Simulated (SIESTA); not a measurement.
Crystal: BN.

```
CELL_PARAMETERS angstrom
0.00000 1.81300 1.81300
1.81300 0.00000 1.81300
1.81300 1.81300 0.00000
ATOMIC_POSITIONS crystal
N 0.25000 0.25000 0.25000
B 0.00000 0.00000 0.00000
```

The cell is a database's computed one.

Base run:

```yaml
Program: SIESTA 5.4.2
Functional: PBE
Potentials_or_basis: PseudoDojo 0.4 standard (PBE files)
Basis: SZ (energy shift 0.003 Ry)
Grid_cutoff: 800 Ry
Energy_shift: 0.003 Ry
k_mesh: 13 × 13 × 13
Occupations: fermi-dirac, width 0.05 eV
Spin: no spin polarisation
```

Its results: band gap on the k mesh 6.85 eV, indirect (least direct gap 9.14 eV); pressure 20.2 GPa.

Question: After a change of settings the same cell gave: band gap on the k mesh 4.87 eV, indirect (least direct gap 8.97 eV); pressure 7.7 GPa. Which change was it?
A. basis from SZ (energy shift 0.003 Ry) to DZ (energy shift 0.003 Ry)
B. basis from SZ (energy shift 0.003 Ry) to TZDP (energy shift 0.003 Ry)
C. basis from SZ (energy shift 0.003 Ry) to SZP (energy shift 0.003 Ry)
D. basis from SZ (energy shift 0.003 Ry) to DZDP (energy shift 0.003 Ry)

Answer: A.

Caveats: the basis has no polarisation orbitals; an odd mesh through Γ misses points on the zone boundary, where band edges often lie; the basis of atomic orbitals isn't converged, which shifts pressures, moduli and gaps.
